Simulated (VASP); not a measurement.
# P (Fd-3m) in VASP: a series of runs, part 2 of 2

VASP 6.6.1. Earlier steps stand in the parts before.

**3. Single point, revPBE**

This run uses another cell than the first one, of 22.75 Å³/atom, 1.080 times its volume.

The input, INCAR:

```
ALGO = Normal ; EDIFF = 1E-6
ENCUT = 520 ; GGA = RE
ISIF = 2 ; ISMEAR = -1
LASPH = True ; LCHARG = False
LREAL = False ; LWAVE = False
NBANDS = 12 ; NELM = 80
PREC = Accurate ; SIGMA = 0.1
```

The input, KPOINTS:

```
k-points
0
Gamma
  11 11 11
```

The input, POSCAR:

```
P
1.0
    0.0000000000      2.8335050012      2.8335050012
    2.8335050012      0.0000000000      2.8335050012
    2.8335050012      2.8335050012      0.0000000000
P
2
Direct
    0.1250000000      0.1250000000      0.1250000000
    0.8750000000      0.8750000000      0.8750000000
```

Potentials or basis: VASP PAW PBE potentials, release 64 (P).

Launch:

```bash
> cat potpaw_PBE.64/P/POTCAR > POTCAR
> mpirun -np 1 vasp_std > vasp.out
```

OUTCAR:

```text
EDIFF = 1E-6
   ENCUT = 520
   GGA = RE
   ISIF = 2
   ISMEAR = -1
   LASPH = True
   LREAL = False
   NELM = 80
   PREC = Accurate

 ion  position               nearest neighbor table
   1  0.125  0.125  0.125-   2 2.45   2 2.45   2 2.45   2 2.45
   2  0.875  0.875  0.875-   1 2.45   1 2.45   1 2.45   1 2.45

  LATTYP: Found a face centered cubic cell.
 ALAT       =     5.6670100024

  Lattice vectors:

 A1 = (   0.0000000000,   2.8335050012,   2.8335050012)
 A2 = (   2.8335050012,   0.0000000000,   2.8335050012)
 A3 = (   2.8335050012,   2.8335050012,   0.0000000000)

Analysis of symmetry for initial positions (statically):
=====================================================================
 Subroutine PRICEL returns:
 Original cell was already a primitive cell.

 Routine SETGRP: Setting up the symmetry group for a
 face centered cubic supercell.

 Subroutine GETGRP returns: Found 48 space group operations
 (whereof 12 operations were pure point group operations)
 out of a pool of 48 trial point group operations.

The static configuration has the point symmetry D_3d.
 The point group associated with its full space group is O_h .

Analysis of symmetry for dynamics (positions and initial velocities):
=====================================================================
 Subroutine PRICEL returns:
 Original cell was already a primitive cell.

 Routine SETGRP: Setting up the symmetry group for a
 face centered cubic supercell.

 Subroutine GETGRP returns: Found 48 space group operations
 (whereof 12 operations were pure point group operations)
 out of a pool of 48 trial point group operations.

The dynamic configuration has the point symmetry D_3d.
 The point group associated with its full space group is O_h .

 Subroutine INISYM returns: Found 48 space group operations
 (whereof 12 operations are pure point group operations),
 and found     1 'primitive' translations

[... 119 lines left out ...]
   GGA     = RE    functional components
   LHFCALC =     F    Hartree Fock is set to
   AEXX    =    0.0000 exact exchange contribution
   IVDW    =     0    specifies the selected vdW correction
   LEPSILON=     F    determine dielectric tensor
   LRPA    =     F    only Hartree local field effects (RPA)
 non-spin polarized calculation
  energy-cutoff  :      520.00
  volume of cell :       45.50
 maximum number of plane-waves:      1245
 NGX is ok and might be reduce to    30
   NGX = 15   NGY = 15   NGZ = 15

 number of electron      10.0000000 magnetization

 number of electron       9.9999998 magnetization

 Free energy of the ion-electron system (eV)
  ---------------------------------------------------
  ext. energy  EPLUGINS =         0.00000000
  ---------------------------------------------------
  free energy    TOTEN  =        -9.04026607 eV

  energy without entropy =       -9.00613102  energy(sigma->0) =       -9.02319854

 E-fermi :   4.8776     XC(G=0):  -9.0083

 val. band max:        4.8038475741   @ k =   0.2727   0.2727   0.0000
 cond. band min:       4.9017460221   @ k =   0.4545   0.3636   0.0909
 fundamental gap:      0.0978984481
 Fermi energy:         4.8775946536

 k-point     1 :       0.0000    0.0000    0.0000
  band No.  band energies     occupation
      1      -9.2535      2.00000
      2       0.7769      2.00000
      3       2.1618      2.00000
      4       2.1618      2.00000
      5       2.1618      2.00000
      6       5.1387      0.13680
      7       5.1387      0.13680
      8       5.1387      0.13680
      9      10.9038      0.00000
     10      11.8599      0.00000
     11      11.8599      0.00000
     12      15.0221      0.00000
[... 331 lines left out ...]
 k-point    24 :      -0.1818    0.1818    0.0000
  band No.  band energies     occupation
      1      -8.3864      2.00000
      2      -2.7677      2.00000
      3       0.3609      2.00000
      4       1.6090      2.00000
      5       3.9091      1.99988
      6       6.1086      0.00001
      7       6.2157      0.00000
      8       7.3403      0.00000
      9      10.5828      0.00000
     10      12.3436      0.00000
     11      12.8910      0.00000
     12      15.4900      0.00000

 [... further k-points ...]
[... 5 lines left out ...]
  --------------------------------------------------------------------------------------
  -------------------------------------------------------------------------------------
  Total       -0.8567865     -0.8567865     -0.8567865      0.0000000      0.0000000      0.0000000
  in kB      -30.1704122    -30.1704122    -30.1704122      0.0000000      0.0000000      0.0000000
  external PRESSURE =     -30.1704122 kB  Pullay stress =       0.0000000 kB

 VOLUME and BASIS-vectors are now :
 -----------------------------------------------------------------------------
  energy-cutoff  :      520.00
  volume of cell :       45.50
      direct lattice vectors                 reciprocal lattice vectors
     0.000000000  2.833505001  2.833505001    -0.176459897  0.176459897  0.176459897
     2.833505001  0.000000000  2.833505001     0.176459897 -0.176459897  0.176459897
     2.833505001  2.833505001  0.000000000     0.176459897  0.176459897 -0.176459897

 POSITION                                       TOTAL-FORCE (eV/Angst)
 -----------------------------------------------------------------------------------
      0.70838      0.70838      0.70838        -0.000000     -0.000000     -0.000000
      4.95863      4.95863      4.95863         0.000000      0.000000      0.000000
 -----------------------------------------------------------------------------------
    total drift:                               -0.000000      0.000000      0.000000

  FREE ENERGIE OF THE ION-ELECTRON SYSTEM (eV)
  ---------------------------------------------------
  free  energy   TOTEN  =        -9.0402660677 eV

  energy  without entropy=       -9.0061310150  energy(sigma->0) =       -9.02319854
```

OSZICAR:

```text
N       E                     dE             d eps       ncg     rms          rms(c)
DAV:   1     0.194609984282E+02    0.19461E+02   -0.39610E+03  1344   0.676E+02
DAV:   2    -0.784292518368E+01   -0.27304E+02   -0.26066E+02  1812   0.101E+02
DAV:   3    -0.906761964426E+01   -0.12247E+01   -0.12043E+01  1740   0.201E+01
DAV:   4    -0.908106220329E+01   -0.13443E-01   -0.13433E-01  1584   0.250E+00
DAV:   5    -0.908124977049E+01   -0.18757E-03   -0.18756E-03  1780   0.293E-01    0.666E+00
DAV:   6    -0.905530343698E+01    0.25946E-01   -0.70293E-03  1580   0.470E-01    0.395E+00
DAV:   7    -0.903997627217E+01    0.15327E-01   -0.16179E-02  1624   0.737E-01    0.890E-02
DAV:   8    -0.904021630674E+01   -0.24003E-03   -0.11205E-03  1604   0.199E-01    0.294E-02
DAV:   9    -0.904025832415E+01   -0.42017E-04   -0.57426E-05  1660   0.484E-02    0.133E-02
DAV:  10    -0.904026485050E+01   -0.65264E-05   -0.86144E-06  1624   0.164E-02    0.305E-03
DAV:  11    -0.904026601466E+01   -0.11642E-05   -0.14057E-06  1560   0.668E-03    0.165E-03
DAV:  12    -0.904026606772E+01   -0.53062E-07   -0.44347E-07  1112   0.399E-03
   1 F= -.90402661E+01 E0= -.90231985E+01  d E =-.341351E-01
```

stdout:

```text
POSCAR found type information on POSCAR P
 POSCAR found :  1 types and       2 ions
 scaLAPACK will be used
 -----------------------------------------------------------------------------
|                                                                             |
|                                                                             |
|     You enforced a specific xc type in the INCAR file but a different       |
|     I HOPE YOU KNOW WHAT YOU ARE DOING!                                     |
|                                                                             |
 -----------------------------------------------------------------------------

 LDA part: xc-table for (Slater+PW92), standard interpolation
 POSCAR, INCAR and KPOINTS ok, starting setup
 FFT: planning ... GRIDC
 FFT: planning ... GRID_SOFT
 FFT: planning ... GRID
 WAVECAR not read
 entering main loop
```

Run time: 14 s. Hardware: 1 thread of Intel Xeon 6975P-C (Granite Rapids), shared host; peak memory 0.16 GiB.

Results:

```yaml
Free_energy: -9.0403 eV
Pressure: -3.0 GPa
Band_gap_on_the_k_mesh: none (metal or under the smearing width)
```

Caveat: the PAW data sets were made with another functional, which shifts forces and pressure a little.

**4. Single point, revPBE**

This run uses another cell than the first one, of 18.54 Å³/atom, 0.880 times its volume.

The input, INCAR:

```
  PREC = Accurate
  ENCUT = 520
  EDIFF = 1E-6
  ISMEAR = -1
  SIGMA = 0.1
  LREAL = False
  LASPH = True
  NELM = 100
  ALGO = Normal
  ISIF = 2
  LWAVE = False
  LCHARG = True
  GGA = RE
  LELF = True
  LVHAR = True
  NBANDS = 12
```

The input, KPOINTS:

```
Automatic mesh
0
Gamma
  11 11 11
```

The input, POSCAR:

```
P
1.0
    0.0000000000      2.6465308190      2.6465308190
    2.6465308190      0.0000000000      2.6465308190
    2.6465308190      2.6465308190      0.0000000000
P
2
Direct
    0.1250000000      0.1250000000      0.1250000000
    0.8750000000      0.8750000000      0.8750000000
```

Launch:

```bash
> cat potpaw_PBE.64/P/POTCAR > POTCAR
> mpirun -np 1 vasp_std > vasp.out
```

Run time: 11 s. Hardware: 1 thread of Intel Xeon 6975P-C (Granite Rapids), shared host; peak memory 0.15 GiB.

Results (log left out):

```yaml
Free_energy: -8.9889 eV
Pressure: 6.2 GPa
Band_gap_on_the_k_mesh: none (metal or under the smearing width)
```

Levels at points of the mesh, in eV from the Fermi level:
```
           k point  band 3  band 4  band 5  band 6  band 7  band 8
(0.00, 0.00, 0.00)   -3.39   -3.39   -2.56   -0.10   -0.10   -0.10
```

Caveat: the PAW data sets were made with another functional, which shifts forces and pressure a little.

**5. Single point, revPBE**

This run uses another cell than the first one, of 21.91 Å³/atom, 1.040 times its volume.

The input, INCAR:

```
SYSTEM = P
ALGO = Normal
EDIFF = 1E-6
ENCUT = 520
GGA = RE
ISIF = 2
ISMEAR = -1
LASPH = .TRUE.
LCHARG = .FALSE.
LREAL = .FALSE.
LWAVE = .FALSE.
NBANDS = 12
NELM = 100
PREC = Accurate
SIGMA = 0.1
```

The input, KPOINTS:

```
k-points
0
G
  11 11 11
  0 0 0
```

The input, POSCAR:

```
P
1.0
    0.0000000000      2.7980824753      2.7980824753
    2.7980824753      0.0000000000      2.7980824753
    2.7980824753      2.7980824753      0.0000000000
P
2
Direct
    0.1250000000      0.1250000000      0.1250000000
    0.8750000000      0.8750000000      0.8750000000
```

Potentials or basis: VASP PAW PBE potentials, release 64 (P).

Launch:

```bash
> cat potpaw_PBE.64/P/POTCAR > POTCAR
> mpirun -np 1 vasp_std > vasp.out
```

OUTCAR:

```text
SYSTEM = P
   EDIFF = 1E-6
   ENCUT = 520
   GGA = RE
   ISIF = 2
   ISMEAR = -1
   LASPH = .TRUE.
   LREAL = .FALSE.
   NELM = 100
   PREC = Accurate

 ion  position               nearest neighbor table
   1  0.125  0.125  0.125-   2 2.42   2 2.42   2 2.42   2 2.42
   2  0.875  0.875  0.875-   1 2.42   1 2.42   1 2.42   1 2.42

  LATTYP: Found a face centered cubic cell.
 ALAT       =     5.5961649506

  Lattice vectors:

 A1 = (   0.0000000000,   2.7980824753,   2.7980824753)
 A2 = (   2.7980824753,   0.0000000000,   2.7980824753)
 A3 = (   2.7980824753,   2.7980824753,   0.0000000000)

Analysis of symmetry for initial positions (statically):
=====================================================================
 Subroutine PRICEL returns:
 Original cell was already a primitive cell.

 Routine SETGRP: Setting up the symmetry group for a
 face centered cubic supercell.

 Subroutine GETGRP returns: Found 48 space group operations
 (whereof 12 operations were pure point group operations)
 out of a pool of 48 trial point group operations.

The static configuration has the point symmetry D_3d.
 The point group associated with its full space group is O_h .

Analysis of symmetry for dynamics (positions and initial velocities):
=====================================================================
 Subroutine PRICEL returns:
 Original cell was already a primitive cell.

 Routine SETGRP: Setting up the symmetry group for a
 face centered cubic supercell.

 Subroutine GETGRP returns: Found 48 space group operations
 (whereof 12 operations were pure point group operations)
 out of a pool of 48 trial point group operations.

The dynamic configuration has the point symmetry D_3d.
 The point group associated with its full space group is O_h .

 Subroutine INISYM returns: Found 48 space group operations
 (whereof 12 operations are pure point group operations),
 and found     1 'primitive' translations

----------------------------------------------------------------------------------------

                                     Primitive cell
[... 117 lines left out ...]
   LHFCALC =     F    Hartree Fock is set to
   AEXX    =    0.0000 exact exchange contribution
   IVDW    =     0    specifies the selected vdW correction
   LEPSILON=     F    determine dielectric tensor
   LRPA    =     F    only Hartree local field effects (RPA)
 non-spin polarized calculation
  energy-cutoff  :      520.00
  volume of cell :       43.81
 maximum number of plane-waves:      1243
 NGX is ok and might be reduce to    30
   NGX = 15   NGY = 15   NGZ = 15

 number of electron      10.0000000 magnetization

 number of electron       9.9999998 magnetization

 Free energy of the ion-electron system (eV)
  ---------------------------------------------------
  ext. energy  EPLUGINS =         0.00000000
  ---------------------------------------------------
  free energy    TOTEN  =        -9.06495380 eV

  energy without entropy =       -9.03071150  energy(sigma->0) =       -9.04783265

 E-fermi :   5.2755     XC(G=0):  -9.1785

 val. band max:        5.2700190935   @ k =   0.2727   0.2727   0.0000
 cond. band min:       5.3106018076   @ k =   0.4545   0.3636   0.0909
 fundamental gap:      0.0405827141
 Fermi energy:         5.2754690524

 k-point     1 :       0.0000    0.0000    0.0000
  band No.  band energies     occupation
      1      -9.1635      2.00000
      2       1.4335      2.00000
      3       2.4441      2.00000
      4       2.4441      2.00000
      5       2.4441      2.00000
      6       5.4809      0.22732
      7       5.4809      0.22732
      8       5.4809      0.22732
      9      11.3416      0.00000
     10      12.1949      0.00000
     11      12.1949      0.00000
     12      15.4653      0.00000
[... 331 lines left out ...]
 k-point    24 :      -0.1818    0.1818    0.0000
  band No.  band energies     occupation
      1      -8.2615      2.00000
      2      -2.4333      2.00000
      3       0.5646      2.00000
      4       1.8728      2.00000
      5       4.3735      1.99976
      6       6.4869      0.00001
      7       6.6100      0.00000
      8       7.7796      0.00000
      9      10.8770      0.00000
     10      12.7603      0.00000
     11      13.3934      0.00000
     12      15.9310      0.00000

 [... further k-points ...]
[... 5 lines left out ...]
  --------------------------------------------------------------------------------------
  -------------------------------------------------------------------------------------
  Total       -0.4638541     -0.4638541     -0.4638541      0.0000000     -0.0000000      0.0000000
  in kB      -16.9621312    -16.9621312    -16.9621312      0.0000000     -0.0000000      0.0000000
  external PRESSURE =     -16.9621312 kB  Pullay stress =       0.0000000 kB

 VOLUME and BASIS-vectors are now :
 -----------------------------------------------------------------------------
  energy-cutoff  :      520.00
  volume of cell :       43.81
      direct lattice vectors                 reciprocal lattice vectors
     0.000000000  2.798082475  2.798082475    -0.178693803  0.178693803  0.178693803
     2.798082475  0.000000000  2.798082475     0.178693803 -0.178693803  0.178693803
     2.798082475  2.798082475  0.000000000     0.178693803  0.178693803 -0.178693803

 POSITION                                       TOTAL-FORCE (eV/Angst)
 -----------------------------------------------------------------------------------
      0.69952      0.69952      0.69952         0.000000     -0.000000      0.000000
      4.89664      4.89664      4.89664        -0.000000      0.000000     -0.000000
 -----------------------------------------------------------------------------------
    total drift:                               -0.000000      0.000000      0.000000

  FREE ENERGIE OF THE ION-ELECTRON SYSTEM (eV)
  ---------------------------------------------------
  free  energy   TOTEN  =        -9.0649538038 eV

  energy  without entropy=       -9.0307115018  energy(sigma->0) =       -9.04783265
```

It took 13 s on 1 thread of Intel Xeon 6975P-C (Granite Rapids), shared host; peak memory 0.16 GiB.

What came out:

| Quantity | Value |
| --- | --- |
| Free energy | -9.0650 eV |
| Pressure | -1.7 GPa |
| Band gap on the k mesh | none (metal or under the smearing width) |

Caveat: the PAW data sets were made with another functional, which shifts forces and pressure a little.

**6. Overview**

| cell | k mesh | gap on the mesh (eV) | pressure (GPa) |
| --- | --- | --- | --- |
| Fd-3m, 21.06 Å³/atom | 16 × 16 × 16 | none | -0.1 |
| Fd-3m, 22.75 Å³/atom | 11 × 11 × 11 | none | -3.0 |
| Fd-3m, 18.54 Å³/atom | 11 × 11 × 11 | none | 6.2 |
| Fd-3m, 21.91 Å³/atom | 11 × 11 × 11 | none | -1.7 |

Alike in all rows: task single point; level revPBE; potentials or basis VASP PAW PBE potentials, release 64 (P); no spin polarisation; cutoff (eV) 520; smearing fermi-dirac 0.1 eV.

Every run on the cell as given and a fine mesh finds a metal.

Caveats: the PAW data sets were made with another functional, which shifts forces and pressure a little.

Absolute energies hang on the potentials; compare differences alone.
